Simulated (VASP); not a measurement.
# AlN (P6_3/mmc) in VASP: reference runs

Aim: a first look at AlN with PBE, on the cell as given and on a disturbed one.

Program: VASP 6.6.1. These are calculated values, not measurements. Logs are shortened: lines on timing, memory, paths and dates and some standing lists are left out, and cuts for length are marked.

### Step 1. The structure

The structure is hexagonal, space group P6_3/mmc (No. 194). The conventional cell has a = 3.312 Å, b = 3.312 Å, c = 4.188 Å, α = 90.00°, β = 90.00°, γ = 120.00°. Al (site symmetry -6m2) has 5 N at 1.91 to 2.09 Å as nearest neighbours. N (site symmetry -6m2) is surrounded by 5 Al at 1.91 to 2.09 Å.

Measurements of this composition are mostly on another form, of space group No. 186.

### Step 2. Single point, PBE

Contents of INCAR:

```
PREC = Accurate
ENCUT = 520
EDIFF = 1E-7
ISMEAR = -1
SIGMA = 0.05
LREAL = F
LASPH = T
NELM = 60
ALGO = Normal
ISIF = 2
LWAVE = F
LCHARG = T
GGA = PE
LELF = T
LVHAR = T
NBANDS = 16
```

Contents of KPOINTS:

```
regular mesh
0
Gamma
  9 9 7
```

Contents of POSCAR:

```
AlN
1.0
    3.3121157418      0.0000000000      0.0000000000
   -1.6560578709      2.8683763727      0.0000000000
    0.0000000000      0.0000000000      4.1875630000
Al N
2 2
Direct
    0.6666666667      0.3333333333      0.2500000000
    0.3333333333      0.6666666667      0.7500000000
    0.6666666667      0.3333333333      0.7500000000
    0.3333333333      0.6666666667      0.2500000000
```

Potentials or basis: VASP PAW PBE potentials, release 64 (Al, N).

Launch:

```bash
$ cat potpaw_PBE.64/Al/POTCAR potpaw_PBE.64/N/POTCAR > POTCAR
$ mpirun -np 1 vasp_std > vasp.out
```

OUTCAR:

```text
PREC = Accurate
   ENCUT = 520
   EDIFF = 1E-7
   ISMEAR = -1
   LREAL = F
   LASPH = T
   NELM = 60
   ISIF = 2
   GGA = PE

 ion  position               nearest neighbor table
   1  0.667  0.333  0.250-   4 1.91   4 1.91   4 1.91   3 2.09   3 2.09   2 2.84   2 2.84   2 2.84
                             2 2.84   2 2.84   2 2.84
   2  0.333  0.667  0.750-   3 1.91   3 1.91   3 1.91   4 2.09   4 2.09   1 2.84   1 2.84   1 2.84
                             1 2.84   1 2.84   1 2.84
   3  0.667  0.333  0.750-   2 1.91   2 1.91   2 1.91   1 2.09   1 2.09
   4  0.333  0.667  0.250-   1 1.91   1 1.91   1 1.91   2 2.09   2 2.09

  LATTYP: Found a hexagonal cell.
 ALAT       =     3.3121157418
 C/A-ratio  =     1.2643166261

  Lattice vectors:

 A1 = (   3.3121157418,   0.0000000000,   0.0000000000)
 A2 = (  -1.6560578709,   2.8683763727,   0.0000000000)
 A3 = (   0.0000000000,   0.0000000000,   4.1875630000)

Analysis of symmetry for initial positions (statically):
=====================================================================
 Subroutine PRICEL returns:
 Original cell was already a primitive cell.

 Routine SETGRP: Setting up the symmetry group for a
 hexagonal supercell.

 Subroutine GETGRP returns: Found 24 space group operations
 (whereof 12 operations were pure point group operations)
 out of a pool of 24 trial point group operations.

The static configuration has the point symmetry D_3d.
 The point group associated with its full space group is D_6h.

Analysis of symmetry for dynamics (positions and initial velocities):
=====================================================================
 Subroutine PRICEL returns:
 Original cell was already a primitive cell.

 Routine SETGRP: Setting up the symmetry group for a
 hexagonal supercell.

 Subroutine GETGRP returns: Found 24 space group operations
 (whereof 12 operations were pure point group operations)
 out of a pool of 24 trial point group operations.

The dynamic configuration has the point symmetry D_3d.
 The point group associated with its full space group is D_6h.

 Subroutine INISYM returns: Found 24 space group operations
 (whereof 12 operations are pure point group operations),
 and found     1 'primitive' translations

----------------------------------------------------------------------------------------

                                     Primitive cell

  volume of cell :      39.7835

  direct lattice vectors                    reciprocal lattice vectors
[... 112 lines left out ...]
   ENCUT  =  520.0 eV  38.22 Ry    6.18 a.u.   6.16  6.16  7.79*2*pi/ulx,y,z
   NELM   =     60;   NELMIN=  2; NELMDL= -5     # of ELM steps
   EDIFF  = 0.1E-06   stopping-criterion for ELM
   LREAL  =      F    real-space projection
   EDIFFG = 0.1E-05   stopping-criterion for IOM
   NSW    =      0    number of steps for IOM
   IBRION =     -1    ionic relax: 0-MD 1-quasi-New 2-CG
   NFREE  =      0    steps in history (QN), initial steepest desc. (CG)
   ISIF   =      2    stress and relaxation
   ISYM   =      2    0-nonsym 1-usesym 2-fastsym
   POTIM  = 0.5000    time-step for ionic-motion
   TEBEG  =    0.0;   TEEND  =   0.0 temperature during run
   PSTRESS=    0.0 pullay stress
   NELECT =      16.0000    total number of electrons
   NUPDOWN=      -1.0000    fix difference up-down
   EMIN   =  10.00;   EMAX   =-10.00  energy-range for DOS
   EFERMI =   0.00;   METHOD = LEGACY
   ISMEAR =    -1;   SIGMA  =   0.05  broadening in eV -4-tet -1-fermi 0-gaus
   EFERMI_NEDOS =   21; number of points for ismear=-14 and -15
   IALGO  =     38    algorithm
   IMIX   =      4    mixing-type and parameters
     AMIX     =   0.40;   BMIX     =  1.00
     AMIX_MAG =   1.60;   BMIX_MAG =  1.00
  volume/ion in A,a.u.               =       9.95        67.12
  Fermi-wavevector in a.u.,A,eV,Ry     =   1.208409  2.283561 19.867927  1.460251
  Thomas-Fermi vector in A             =   2.344017
   LORBIT       =      0    0 simple, 1 ext, 2 COOP (PROOUT), +10 PAW based schemes
   GGA     = PE    functional components
[... 5 lines left out ...]
 non-spin polarized calculation
  energy-cutoff  :      520.00
  volume of cell :       39.78
 maximum number of plane-waves:      1090
 NGX is ok and might be reduce to    28
   NGX = 13   NGY = 13   NGZ = 15

 number of electron      15.9999999 magnetization

 Free energy of the ion-electron system (eV)
  ---------------------------------------------------
  ext. energy  EPLUGINS =         0.00000000
  ---------------------------------------------------
  free energy    TOTEN  =       -29.31897547 eV

  energy without entropy =      -29.31897547  energy(sigma->0) =      -29.31897547

 E-fermi :   8.8822     XC(G=0): -11.1610

 val. band max:        7.9498063485   @ k =   0.0000   0.0000   0.0000
 cond. band min:      11.2186247642   @ k =   0.0000   0.0000   0.0000
 fundamental gap:      3.2688184157
 Fermi energy:         8.8821630713

 k-point     1 :       0.0000    0.0000    0.0000
  band No.  band energies     occupation
      1      -8.8336      2.00000
      2      -5.2133      2.00000
      3       1.0875      2.00000
      4       4.6814      2.00000
      5       4.6814      2.00000
      6       6.3414      2.00000
[... 737 lines left out ...]
      3       1.2519      2.00000
      4       1.7716      2.00000
      5       4.5897      2.00000
      6       5.1878      2.00000
[... 8 lines left out ...]
     15      19.1139      0.00000
     16      19.2627      0.00000

 [... further k-points ...]

------------------------ aborting loop because EDIFF is reached ----------------------------------------

  FORCE on cell =-STRESS in cart. coord.  units (eV):
  Direction    XX          YY          ZZ          XY          YZ          ZX
  --------------------------------------------------------------------------------------
  -------------------------------------------------------------------------------------
  Total       -0.0014304     -0.0014304      0.0015508      0.0000000      0.0000000      0.0000000
  in kB       -0.0576073     -0.0576073      0.0624545      0.0000000      0.0000000      0.0000000
  external PRESSURE =      -0.0175867 kB  Pullay stress =       0.0000000 kB

 VOLUME and BASIS-vectors are now :
 -----------------------------------------------------------------------------
  energy-cutoff  :      520.00
  volume of cell :       39.78
      direct lattice vectors                 reciprocal lattice vectors
     3.312115742  0.000000000  0.000000000     0.301921816  0.174314642  0.000000000
    -1.656057871  2.868376373  0.000000000     0.000000000  0.348629284  0.000000000
     0.000000000  0.000000000  4.187563000     0.000000000  0.000000000  0.238802377

 POSITION                                       TOTAL-FORCE (eV/Angst)
 -----------------------------------------------------------------------------------
      1.65606      0.95613      1.04689         0.000000      0.000000      0.000000
     -0.00000      1.91225      3.14067        -0.000000      0.000000      0.000000
      1.65606      0.95613      3.14067        -0.000000     -0.000000      0.000000
     -0.00000      1.91225      1.04689        -0.000000     -0.000000      0.000000
 -----------------------------------------------------------------------------------
    total drift:                               -0.000000     -0.000000     -0.000000

  FREE ENERGIE OF THE ION-ELECTRON SYSTEM (eV)
  ---------------------------------------------------
  free  energy   TOTEN  =       -29.3189754684 eV

  energy  without entropy=      -29.3189754683  energy(sigma->0) =      -29.31897547
```

OSZICAR:

```text
N       E                     dE             d eps       ncg     rms          rms(c)
DAV:   1     0.410641565080E+02    0.41064E+02   -0.73204E+03  1544   0.899E+02
DAV:   2    -0.304368915442E+02   -0.71501E+02   -0.64170E+02  2184   0.187E+02
DAV:   3    -0.337870226396E+02   -0.33501E+01   -0.33376E+01  1936   0.415E+01
DAV:   4    -0.338069449682E+02   -0.19922E-01   -0.19921E-01  1840   0.362E+00
DAV:   5    -0.338072080950E+02   -0.26313E-03   -0.26312E-03  1936   0.421E-01    0.117E+01
DAV:   6    -0.293339628063E+02    0.44732E+01   -0.91021E+00  1976   0.226E+01    0.388E+00
DAV:   7    -0.293387306510E+02   -0.47678E-02   -0.72120E-01  1768   0.591E+00    0.285E+00
DAV:   8    -0.293271787105E+02    0.11552E-01   -0.86957E-02  1640   0.256E+00    0.885E-01
DAV:   9    -0.293184883939E+02    0.86903E-02   -0.17800E-02  1936   0.107E+00    0.282E-01
DAV:  10    -0.293190817867E+02   -0.59339E-03   -0.31794E-03  1760   0.371E-01    0.164E-01
DAV:  11    -0.293189739043E+02    0.10788E-03   -0.21477E-04  1848   0.118E-01    0.447E-02
DAV:  12    -0.293189759453E+02   -0.20409E-05   -0.16252E-05  1768   0.318E-02    0.781E-03
DAV:  13    -0.293189754545E+02    0.49074E-06   -0.58496E-06  1936   0.182E-02    0.662E-03
DAV:  14    -0.293189754684E+02   -0.13833E-07   -0.49551E-07  1752   0.627E-03
   1 F= -.29318975E+02 E0= -.29318975E+02  d E =-.294833E-10
```

Run time: 50 s. Hardware: 1 thread of Intel Xeon Platinum 8375C at 2.90GHz (Ice Lake), shared host; peak memory 0.17 GiB.

What came out:

| Quantity | Value |
| --- | --- |
| Free energy | -29.3190 eV |
| Pressure | 0.0 GPa |
| Band gap on the k mesh | 3.27 eV, direct |

Levels at points of the mesh, in eV from the valence-band top:
```tsv
k point	band 4	band 5	band 6	band 7	band 8	band 9	band 10	band 11	band 12	band 13
(0.00, 0.00, 0.00)	-3.27	-3.27	-1.61	-1.61	0.00	3.27	4.40	8.24	8.24	11.24
```

Caveat: an odd mesh through Γ misses points on the zone boundary, where band edges often lie.

### Step 3. Single point, PBE (atoms moved at random, drawn with an rms of 0.05 Å)

Contents of INCAR:

```
  PREC = Accurate
  ENCUT = 520
  EDIFF = 1E-7
  ISMEAR = -1
  SIGMA = 0.05
  LREAL = F
  LASPH = T
  NELM = 80
  ALGO = Normal
  ISIF = 2
  LWAVE = F
  LCHARG = F
  GGA = PE
  NBANDS = 16
```

Contents of KPOINTS:

```
Automatic mesh
0
Gamma
  9 9 7
```

Contents of POSCAR:

```
AlN
1.0
    3.3121157418      0.0000000000      0.0000000000
   -1.6560578709      2.8683763727      0.0000000000
    0.0000000000      0.0000000000      4.1875630000
Al N
2 2
Direct
    0.6698750000      0.3198000000      0.2522210000
    0.3225800000      0.6714430000      0.7545390000
    0.6734740000      0.3386690000      0.7491070000
    0.3320150000      0.6802010000      0.2459270000
```

Potentials or basis: VASP PAW PBE potentials, release 64 (Al, N).

Launch:

```bash
$ cat potpaw_PBE.64/Al/POTCAR potpaw_PBE.64/N/POTCAR > POTCAR
$ mpirun -np 1 vasp_std > vasp.out
```

OUTCAR:

```text
PREC = Accurate
   ENCUT = 520
   EDIFF = 1E-7
   ISMEAR = -1
   LREAL = F
   LASPH = T
   NELM = 80
   ISIF = 2
   GGA = PE

 ion  position               nearest neighbor table
   1  0.670  0.320  0.252-   4 1.84   4 1.90   4 2.00   3 2.08   3 2.11   2 2.79   2 2.80   2 2.81
                             2 2.82   2 2.89   2 2.91
   2  0.323  0.671  0.755-   3 1.86   3 1.91   3 1.96   4 2.06   4 2.13   1 2.79   1 2.80   1 2.81
                             1 2.82   1 2.89   1 2.91
   3  0.673  0.339  0.749-   2 1.86   2 1.91   2 1.96   1 2.08   1 2.11
   4  0.332  0.680  0.246-   1 1.84   1 1.90   1 2.00   2 2.06   2 2.13

  LATTYP: Found a hexagonal cell.
 ALAT       =     3.3121157418
 C/A-ratio  =     1.2643166261

  Lattice vectors:

 A1 = (   3.3121157418,   0.0000000000,   0.0000000000)
 A2 = (  -1.6560578709,   2.8683763727,   0.0000000000)
 A3 = (   0.0000000000,   0.0000000000,   4.1875630000)

Analysis of symmetry for initial positions (statically):
=====================================================================
 Subroutine PRICEL returns:
 Original cell was already a primitive cell.

 Routine SETGRP: Setting up the symmetry group for a
 hexagonal supercell.

 Subroutine GETGRP returns: Found  1 space group operations
 (whereof  1 operations were pure point group operations)
 out of a pool of 24 trial point group operations.

The static configuration has the point symmetry C_1 .

Analysis of symmetry for dynamics (positions and initial velocities):
=====================================================================
 Subroutine PRICEL returns:
 Original cell was already a primitive cell.

 Routine SETGRP: Setting up the symmetry group for a
 hexagonal supercell.

 Subroutine GETGRP returns: Found  1 space group operations
 (whereof  1 operations were pure point group operations)
 out of a pool of 24 trial point group operations.

The dynamic configuration has the point symmetry C_1 .

[... 150 lines left out ...]
  Fermi-wavevector in a.u.,A,eV,Ry     =   1.208409  2.283561 19.867927  1.460251
  Thomas-Fermi vector in A             =   2.344017
   LORBIT       =      0    0 simple, 1 ext, 2 COOP (PROOUT), +10 PAW based schemes
   GGA     = PE    functional components
   LHFCALC =     F    Hartree Fock is set to
   AEXX    =    0.0000 exact exchange contribution
   IVDW    =     0    specifies the selected vdW correction
   LEPSILON=     F    determine dielectric tensor
   LRPA    =     F    only Hartree local field effects (RPA)
 non-spin polarized calculation
  energy-cutoff  :      520.00
  volume of cell :       39.78
 maximum number of plane-waves:      1090
 NGX is ok and might be reduce to    28
   NGX = 13   NGY = 13   NGZ = 15

 number of electron      15.9999999 magnetization

 Free energy of the ion-electron system (eV)
  ---------------------------------------------------
  ext. energy  EPLUGINS =         0.00000000
  ---------------------------------------------------
  free energy    TOTEN  =       -29.22380667 eV

  energy without entropy =      -29.22380667  energy(sigma->0) =      -29.22380667

 E-fermi :   8.8160     XC(G=0): -11.1593

 val. band max:        7.9378443781   @ k =   0.0000   0.0000   0.0000
 cond. band min:      11.1987811497   @ k =   0.0000   0.0000   0.0000
 fundamental gap:      3.2609367715
 Fermi energy:         8.8160057179

 k-point     1 :       0.0000    0.0000    0.0000
  band No.  band energies     occupation
      1      -8.8420      2.00000
      2      -5.2258      2.00000
      3       1.0811      2.00000
      4       4.4678      2.00000
      5       4.8898      2.00000
      6       6.2641      2.00000
[... 737 lines left out ...]
      3       1.4418      2.00000
      4       3.0942      2.00000
      5       3.4769      2.00000
      6       3.7909      2.00000
[... 8 lines left out ...]
     15      20.5324      0.00000
     16      20.5910      0.00000

 [... further k-points ...]

------------------------ aborting loop because EDIFF is reached ----------------------------------------

  FORCE on cell =-STRESS in cart. coord.  units (eV):
  Direction    XX          YY          ZZ          XY          YZ          ZX
  --------------------------------------------------------------------------------------
  -------------------------------------------------------------------------------------
  Total       -0.5281780      1.2473306      0.0620209      1.2694116      0.0210806      0.0013384
  in kB      -21.2710010     50.2330041      2.4977328     51.1222612      0.8489680      0.0539006
  external PRESSURE =      10.4865786 kB  Pullay stress =       0.0000000 kB

 VOLUME and BASIS-vectors are now :
 -----------------------------------------------------------------------------
  energy-cutoff  :      520.00
  volume of cell :       39.78
      direct lattice vectors                 reciprocal lattice vectors
     3.312115742  0.000000000  0.000000000     0.301921816  0.174314642  0.000000000
    -1.656057871  2.868376373  0.000000000     0.000000000  0.348629284  0.000000000
     0.000000000  0.000000000  4.187563000     0.000000000  0.000000000  0.238802377

 POSITION                                       TOTAL-FORCE (eV/Angst)
 -----------------------------------------------------------------------------------
      1.68910      0.91731      1.05619        -0.690878      1.271684      0.030318
     -0.04353      1.92595      3.15968         0.879973      0.085639     -0.090249
      1.66977      0.97143      3.13693        -0.780593     -0.174018     -0.103568
     -0.02678      1.95107      1.02983         0.591498     -1.183305      0.163499
 -----------------------------------------------------------------------------------
    total drift:                               -0.000146      0.000066     -0.000378

  FREE ENERGIE OF THE ION-ELECTRON SYSTEM (eV)
  ---------------------------------------------------
  free  energy   TOTEN  =       -29.2238066692 eV

  energy  without entropy=      -29.2238066691  energy(sigma->0) =      -29.22380667
```

stdout:

```text
POSCAR found type information on POSCAR AlN
 POSCAR found :  2 types and       4 ions
 scaLAPACK will be used
 LDA part: xc-table for (Slater+PW92), standard interpolation
 POSCAR, INCAR and KPOINTS ok, starting setup
 FFT: planning ... GRIDC
 FFT: planning ... GRID_SOFT
 FFT: planning ... GRID
 WAVECAR not read
 entering main loop
```

It took 4.8 min on 1 thread of Intel Xeon Platinum 8375C at 2.90GHz (Ice Lake), shared host; peak memory 0.27 GiB.

What came out:

```yaml
Free_energy: -29.2238 eV
Pressure: 1.0 GPa
Largest_force: 1.448 eV/Å
Band_gap_on_the_k_mesh: 3.26 eV, direct
```

Forces on the atoms (eV/Å):
```
Al  -0.691  1.272  0.030
Al   0.880  0.086 -0.090
N   -0.781 -0.174 -0.104
N    0.591 -1.183  0.163
```

Caveat: an odd mesh through Γ misses points on the zone boundary, where band edges often lie.
